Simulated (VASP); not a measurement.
# P (C2/m) in VASP: settings compared

The runs below take P through single point, electron localisation function, relaxation of the atoms, with PBEsol, vdW-DF, PBE+D2.

All numbers are computed with VASP 6.6.1; they aren't measurements. Logs are shortened: lines on timing, memory, paths and dates and some standing lists are left out, and cuts for length are marked.

## (1) Starting point

It takes space group C2/m (No. 12, monoclinic). Conventional cell: a = 9.656 Å, b = 8.585 Å, c = 5.581 Å, α = 90.00°, β = 90.24°, γ = 90.00°. P (site symmetry 1) has 3 P at 2.18 Å as nearest neighbours. P (site symmetry m) is surrounded by 3 P at 2.18 Å. Around P (site symmetry m) lie 3 P at 2.18 Å.

This isn't the form of P at room conditions, which is orthorhombic.

## (2) Single point, PBEsol

INCAR reads:

```
PREC = Accurate
ENCUT = 520
EDIFF = 1E-6
ISMEAR = 0
SIGMA = 0.05
LREAL = False
LASPH = True
NELM = 80
ALGO = Normal
ISIF = 2
LWAVE = False
LCHARG = True
GGA = PS
LELF = True
LVHAR = True
NBANDS = 30
```

KPOINTS reads:

```
Automatic mesh
0
Gamma
  4 4 5
```

POSCAR reads:

```
P
1.0
    4.8279678941     -4.2924736644      0.0000000000
    4.8279678941      4.2924736644      0.0000000000
   -0.0237225834      0.0000000000      5.5806204931
P
8
Cartesian
    6.2453657466     -1.0909254426      1.4146071015
    3.3868474582     -1.0909254426      4.1660133916
    3.3868474582      1.0909254426      4.1660133916
    6.2453657466      1.0909254426      1.4146071015
    2.7420118859      0.0000000000      2.3885932426
    6.8902013189      0.0000000000      3.1920272505
    1.4958401279      0.0000000000      4.1797603015
    8.1363730769      0.0000000000      1.4008601916
```

Potentials or basis: VASP PAW PBE potentials, release 64 (P).

On the command line:

```sh
> cat potpaw_PBE.64/P/POTCAR > POTCAR
> mpirun -np 1 vasp_std > vasp.out
```

OUTCAR:

```text
PREC = Accurate
   ENCUT = 520
   EDIFF = 1E-6
   ISMEAR = 0
   LREAL = False
   LASPH = True
   NELM = 80
   ISIF = 2
   GGA = PS

 ion  position               nearest neighbor table
   1  0.774  0.520  0.253-   4 2.18   6 2.18   8 2.18
   2  0.480  0.226  0.747-   3 2.18   5 2.18   7 2.18
   3  0.226  0.480  0.747-   2 2.18   5 2.18   7 2.18
   4  0.520  0.774  0.253-   1 2.18   6 2.18   8 2.18
   5  0.285  0.285  0.428-   7 2.18   3 2.18   2 2.18
   6  0.715  0.715  0.572-   8 2.18   4 2.18   1 2.18
   7  0.157  0.157  0.749-   5 2.18   3 2.18   2 2.18
   8  0.843  0.843  0.251-   6 2.18   4 2.18   1 2.18

  LATTYP: Found a base centered monoclinic cell.
 ALAT       =     9.6559357882
 B/A-ratio  =     0.8890849646
 C/A-ratio  =     0.5779523638
 COS(beta)  =    -0.0042508479

  Lattice vectors:

 A1 = (   4.8279678941,  -4.2924736644,   0.0000000000)
 A2 = (   4.8279678941,   4.2924736644,   0.0000000000)
 A3 = (  -0.0237225834,   0.0000000000,   5.5806204931)

Analysis of symmetry for initial positions (statically):
=====================================================================
 Subroutine PRICEL returns:
 Original cell was already a primitive cell.

 Routine SETGRP: Setting up the symmetry group for a
 base centered monoclinic supercell.

 Subroutine GETGRP returns: Found  4 space group operations
 (whereof  4 operations were pure point group operations)
 out of a pool of  4 trial point group operations.

The static configuration has the point symmetry C_2h.

Analysis of symmetry for dynamics (positions and initial velocities):
=====================================================================
 Subroutine PRICEL returns:
 Original cell was already a primitive cell.

 Routine SETGRP: Setting up the symmetry group for a
 base centered monoclinic supercell.

 Subroutine GETGRP returns: Found  4 space group operations
 (whereof  4 operations were pure point group operations)
 out of a pool of  4 trial point group operations.

The dynamic configuration has the point symmetry C_2h.

 Subroutine INISYM returns: Found  4 space group operations
 (whereof  4 operations are pure point group operations),
 and found     1 'primitive' translations

----------------------------------------------------------------------------------------

                                     Primitive cell

  volume of cell :     231.3047

  direct lattice vectors                    reciprocal lattice vectors
     4.827967894 -4.292473664  0.000000000     0.103563240 -0.116482951  0.000440236
     4.827967894  4.292473664  0.000000000     0.103563240  0.116482951  0.000440236
    -0.023722583  0.000000000  5.580620493     0.000000000  0.000000000  0.179191544

  length of vectors
     6.460232515  6.460232515  5.580670914     0.155864738  0.155864738  0.179191544

  position of ions in fractional coordinates (direct lattice)
     0.774487290  0.520338860  0.253485630
     0.479661140  0.225512710  0.746514370
     0.225512710  0.479661140  0.746514370
     0.520338860  0.774487290  0.253485630
     0.285023180  0.285023180  0.428015710
     0.714976820  0.714976820  0.571984290
     0.156754130  0.156754130  0.748977700
     0.843245870  0.843245870  0.251022300

  ion indices of the primitive-cell ions
   primitive index   ion index
                 1           1
                 2           2
                 3           3
                 4           4
                 5           5
                 6           6
                 7           7
                 8           8

----------------------------------------------------------------------------------------

 KPOINTS: Automatic mesh

Automatic generation of k-mesh.
 Grid dimensions read from file:
 generate k-points for:    4    4    5

 Generating k-lattice:

  Cartesian coordinates                     Fractional coordinates (reciprocal lattice)
     0.025890810 -0.029120738  0.000110059     0.250000000  0.000000000  0.000000000
     0.025890810  0.029120738  0.000110059     0.000000000  0.250000000  0.000000000
     0.000000000  0.000000000  0.035838309     0.000000000  0.000000000  0.200000000

  Length of vectors
     0.038966184  0.038966184  0.035838309

  Shift w.r.t. Gamma in fractional coordinates (k-lattice)
     0.000000000  0.000000000  0.000000000

 Subroutine IBZKPT returns following result:
 ===========================================

 Found     27 irreducible k-points:

 Following reciprocal coordinates:
            Coordinates               Weight
  0.000000  0.000000  0.000000      1.000000
  0.250000  0.000000  0.000000      4.000000
  0.500000  0.000000  0.000000      2.000000
  0.250000  0.250000  0.000000      2.000000
  0.500000  0.250000  0.000000      4.000000
 -0.250000  0.250000  0.000000      2.000000
[... 16 lines left out ...]
  0.500000  0.250000  0.400000      4.000000
 -0.250000  0.250000  0.400000      4.000000
 [... further k-points ...]
   k-points           NKPTS =     27   k-points in BZ     NKDIM =     27   number of bands    NBANDS=     30
   number of dos      NEDOS =    301   number of ions     NIONS =      8
   total plane-waves  NPLWV =  96768
   dimension x,y,z NGX =    48 NGY =   48 NGZ =   42
   dimension x,y,z NGXF=    96 NGYF=   96 NGZF=   84
   ions per type =               8
   NGX,Y,Z   is equivalent  to a cutoff of  12.35, 12.35, 12.51 a.u.
   NGXF,Y,Z  is equivalent  to a cutoff of  24.70, 24.70, 25.02 a.u.
 SYSTEM =  unknown system
   PREC   = accura    normal or accurate (medium, high low for compatibility)
   ISTART =      0    job   : 0-new  1-cont  2-samecut
   ICHARG =      2    charge: 1-file 2-atom 10-const
   ISPIN  =      1    spin polarized calculation?
   LNONCOLLINEAR =      F non collinear calculations
   LSORBIT =      F    spin-orbit coupling
   LASPH  =      T    aspherical Exc in radial PAW
   ENCUT  =  520.0 eV  38.22 Ry    6.18 a.u.  12.01 12.01 10.38*2*pi/ulx,y,z
   NELM   =     80;   NELMIN=  2; NELMDL= -5     # of ELM steps
   EDIFF  = 0.1E-05   stopping-criterion for ELM
   LREAL  =      F    real-space projection
[... 7 lines left out ...]
   TEBEG  =    0.0;   TEEND  =   0.0 temperature during run
   PSTRESS=    0.0 pullay stress
   NELECT =      40.0000    total number of electrons
   NUPDOWN=      -1.0000    fix difference up-down
   EMIN   =  10.00;   EMAX   =-10.00  energy-range for DOS
   EFERMI =   0.00;   METHOD = LEGACY
   ISMEAR =     0;   SIGMA  =   0.05  broadening in eV -4-tet -1-fermi 0-gaus
   EFERMI_NEDOS =   21; number of points for ismear=-14 and -15
   IALGO  =     38    algorithm
   IMIX   =      4    mixing-type and parameters
     AMIX     =   0.40;   BMIX     =  1.00
     AMIX_MAG =   1.60;   BMIX_MAG =  1.00
  volume/ion in A,a.u.               =      28.91       195.12
  Fermi-wavevector in a.u.,A,eV,Ry     =   0.912081  1.723583 11.318570  0.831891
  Thomas-Fermi vector in A             =   2.036435
   LORBIT       =      0    0 simple, 1 ext, 2 COOP (PROOUT), +10 PAW based schemes
   GGA     = PS    functional components
   LHFCALC =     F    Hartree Fock is set to
   AEXX    =    0.0000 exact exchange contribution
   IVDW    =     0    specifies the selected vdW correction
   LEPSILON=     F    determine dielectric tensor
   LRPA    =     F    only Hartree local field effects (RPA)
 non-spin polarized calculation
 Gauss-broadening in eV      SIGMA  =   0.05
  energy-cutoff  :      520.00
  volume of cell :      231.30
 maximum number of plane-waves:      6252
   NGX = 25   NGY = 25   NGZ = 21

 number of electron      39.9999998 magnetization

 Free energy of the ion-electron system (eV)
  ---------------------------------------------------
  ext. energy  EPLUGINS =         0.00000000
  ---------------------------------------------------
  free energy    TOTEN  =       -44.36454083 eV

  energy without entropy =      -44.36454083  energy(sigma->0) =      -44.36454083

 E-fermi :   0.9662     XC(G=0):  -7.9059

 val. band max:        0.7184517590   @ k =   0.5000   0.0000   0.4000
 cond. band min:       3.8071605796   @ k =   0.0000   0.0000   0.0000
 fundamental gap:      3.0887088206
 Fermi energy:         0.9661910331

 k-point     1 :       0.0000    0.0000    0.0000
  band No.  band energies     occupation
      1     -13.6451      2.00000
      2     -13.4433      2.00000
      3      -6.8874      2.00000
      4      -6.8027      2.00000
      5      -6.5988      2.00000
      6      -6.4632      2.00000
[... 22 lines left out ...]
     29       6.5566      0.00000
     30       7.6161      0.00000

 k-point     2 :       0.2500    0.0000    0.0000
  band No.  band energies     occupation
      1     -13.6186      2.00000
      2     -13.4678      2.00000
      3      -6.8914      2.00000
      4      -6.7891      2.00000
      5      -6.5990      2.00000
      6      -6.5593      2.00000
[... 22 lines left out ...]
     29       6.1316      0.00000
     30       6.8007      0.00000

 k-point     3 :       0.5000    0.0000    0.0000
  band No.  band energies     occupation
      1     -13.5761      2.00000
      2     -13.5082      2.00000
      3      -6.8800      2.00000
      4      -6.7863      2.00000
      5      -6.6756      2.00000
      6      -6.5510      2.00000
[... 22 lines left out ...]
     29       6.1974      0.00000
     30       6.6404      0.00000

 k-point     4 :       0.2500    0.2500    0.0000
  band No.  band energies     occupation
      1     -13.6083      2.00000
      2     -13.4738      2.00000
      3      -7.0165      2.00000
      4      -6.8172      2.00000
      5      -6.6292      2.00000
      6      -6.4752      2.00000
[... 616 lines left out ...]
     29       5.8072      0.00000
     30       6.3245      0.00000

 k-point    23 :       0.5000    0.2500    0.4000
  band No.  band energies     occupation
      1     -13.5351      2.00000
      2     -13.4961      2.00000
      3      -7.0295      2.00000
      4      -6.9534      2.00000
      5      -6.7884      2.00000
      6      -6.6602      2.00000
[... 22 lines left out ...]
     29       5.9610      0.00000
     30       6.1810      0.00000

 k-point    24 :      -0.2500    0.2500    0.4000
  band No.  band energies     occupation
      1     -13.5487      2.00000
      2     -13.4867      2.00000
      3      -7.0572      2.00000
      4      -6.9620      2.00000
      5      -6.8069      2.00000
      6      -6.5449      2.00000
[... 22 lines left out ...]
     29       5.8678      0.00000
     30       6.2079      0.00000

 [... further k-points ...]
[... 5 lines left out ...]
  --------------------------------------------------------------------------------------
  -------------------------------------------------------------------------------------
  Total        0.7414241      0.7306141      0.7059736      0.0000000      0.0000000      0.0561432
  in kB        5.1356186      5.0607414      4.8900641      0.0000000      0.0000000      0.3888868
  external PRESSURE =       5.0288080 kB  Pullay stress =       0.0000000 kB

 VOLUME and BASIS-vectors are now :
 -----------------------------------------------------------------------------
  energy-cutoff  :      520.00
  volume of cell :      231.30
      direct lattice vectors                 reciprocal lattice vectors
     4.827967894 -4.292473664  0.000000000     0.103563240 -0.116482951  0.000440236
     4.827967894  4.292473664  0.000000000     0.103563240  0.116482951  0.000440236
    -0.023722583  0.000000000  5.580620493     0.000000000  0.000000000  0.179191544

 POSITION                                       TOTAL-FORCE (eV/Angst)
 -----------------------------------------------------------------------------------
      6.24537     -1.09093      1.41461        -0.207484     -0.390369     -0.149633
      3.38685     -1.09093      4.16601         0.207484     -0.390369      0.149633
      3.38685      1.09093      4.16601         0.207484      0.390369      0.149633
      6.24537      1.09093      1.41461        -0.207484      0.390369     -0.149633
      2.74201      0.00000      2.38859        -0.011202      0.000000     -0.486848
      6.89020      0.00000      3.19203         0.011202      0.000000      0.486848
      1.49584      0.00000      4.17976        -0.397190      0.000000      0.147131
      8.13637      0.00000      1.40086         0.397190      0.000000     -0.147131
 -----------------------------------------------------------------------------------
    total drift:                                0.000000      0.000000     -0.000000

  FREE ENERGIE OF THE ION-ELECTRON SYSTEM (eV)
  ---------------------------------------------------
  free  energy   TOTEN  =       -44.3645408262 eV

  energy  without entropy=      -44.3645408262  energy(sigma->0) =      -44.36454083
```

Run time: 92 s. Hardware: 1 thread of Intel Xeon 6975P-C (Granite Rapids), shared host; peak memory 0.34 GiB.

Results:

```
Free energy            : -44.3645 eV
Pressure               : 0.5 GPa
Largest force          : 0.487 eV/Å
Band gap on the k mesh : 3.09 eV, indirect (least direct gap 3.42 eV)
```

Forces on the atoms (eV/Å):
```
P   -0.207 -0.390 -0.150
P    0.207 -0.390  0.150
P    0.207  0.390  0.150
P   -0.207  0.390 -0.150
P   -0.011  0.000 -0.487
P    0.011  0.000  0.487
P   -0.397  0.000  0.147
P    0.397  0.000 -0.147
```

Levels at points of the mesh, in eV from the valence-band top:
```
           k point  band 17  band 18  band 19  band 20  band 21  band 22  band 23  band 24
(0.00, 0.00, 0.00)    -0.55    -0.48    -0.40    -0.33     3.09     3.48     3.73     3.81
(0.50, 0.00, 0.00)    -0.56    -0.44    -0.31    -0.27     3.57     3.72     3.94     3.96
(0.50, 0.50, 0.00)    -0.63    -0.54    -0.26    -0.19     3.26     3.62     3.74     3.78
```

Caveat: the PAW data sets were made with another functional, which shifts forces and pressure a little; an odd mesh through Γ misses points on the zone boundary, where band edges often lie.

## (3) Single point, PBEsol

run.py reads:

```python
from ase.calculators.vasp import Vasp
from ase.dft.bandgap import bandgap
from ase.io import read

atoms = read('P.cif', primitive_cell=True, subtrans_included=False)
calc = Vasp(
    directory='calc',
    xc='pbesol',
    pp='PBE',
    setups='materialsproject',
    prec='Accurate',
    encut=520,
    ediff=1e-07,
    ismear=0,
    sigma=0.05,
    lreal=False,
    lasph=True,
    nelm=100,
    algo='Normal',
    isif=2,
    lwave=False,
    lcharg=True,
    lelf=True,
    lvhar=True,
    kpts=[4, 4, 5],
    gamma=True,
    nbands=30,
)
atoms.calc = calc

print('energy (eV):', atoms.get_potential_energy())
print('free energy (eV):', atoms.get_potential_energy(force_consistent=True))
print('forces (eV/A):')
print(atoms.get_forces())
print('stress (eV/A^3, Voigt):', atoms.get_stress())
print('Fermi level (eV):', calc.get_fermi_level())
gap, top, bottom = bandgap(calc)
print('band gap (eV):', gap, 'from (spin, k, band)', top, 'to', bottom)
```

P.cif reads:

```cif
data_P
_cell_length_a 9.65593579
_cell_length_b 8.58494733
_cell_length_c 5.58067091
_cell_angle_alpha 90.00000000
_cell_angle_beta 90.24355638
_cell_angle_gamma 90.00000000
_space_group_name_H-M_alt 'C2/m'
_space_group_name_Hall '-C 2y'
_space_group_IT_number 12
loop_
_space_group_symop_operation_xyz
'x,y,z'
'-x,-y,-z'
'-x,y,-z'
'x,-y,z'
'x+1/2,y+1/2,z'
'-x+1/2,-y+1/2,-z'
'-x+1/2,y+1/2,-z'
'x+1/2,-y+1/2,z'
loop_
_atom_site_label
_atom_site_type_symbol
_atom_site_symmetry_multiplicity
_atom_site_Wyckoff_symbol
_atom_site_fract_x
_atom_site_fract_y
_atom_site_fract_z
_atom_site_occupancy
P1 P 8 j 0.6474130750 0.8729257850 0.2534856300 1
P2 P 4 i 0.2850231800 0.0000000000 0.4280157100 1
P3 P 4 i 0.1567541300 0.0000000000 0.7489777000 1
```

Potentials or basis: VASP PAW PBE potentials, release 64 (P).

On the command line:

```sh
> python run.py
```

Run time: 2.2 min. Hardware: 1 thread of Intel Xeon 6975P-C (Granite Rapids), shared host; peak memory 0.34 GiB.

The run converged. Its results:

* Free energy: -44.3645 eV
* Pressure: 0.5 GPa
* Largest force: 0.487 eV/Å
* Band gap on the k mesh: 3.09 eV, indirect (least direct gap 3.42 eV)

Forces in eV/Å, atoms in the order of the input:
```
P   -0.208 -0.391 -0.150
P    0.208 -0.391  0.150
P    0.208  0.391  0.150
P   -0.208  0.391 -0.150
P   -0.011  0.000 -0.487
P    0.011  0.000  0.487
P   -0.398  0.000  0.147
P    0.398  0.000 -0.147
```

Levels at points of the mesh, in eV from the valence-band top:
```
           k point  band 16  band 17  band 18  band 19  band 20  band 21  band 22  band 23  band 24  band 25
(0.00, 0.00, 0.00)    -0.70    -0.55    -0.48    -0.40    -0.33     3.09     3.48     3.73     3.81     4.79
(0.50, 0.00, 0.00)    -0.90    -0.56    -0.44    -0.31    -0.27     3.57     3.72     3.94     3.96     4.40
(0.50, 0.50, 0.00)    -1.00    -0.63    -0.54    -0.26    -0.19     3.26     3.62     3.74     3.78     3.80
```

Caveat: the PAW data sets were made with another functional, which shifts forces and pressure a little; an odd mesh through Γ misses points on the zone boundary, where band edges often lie.

[end of part 1 of 2]
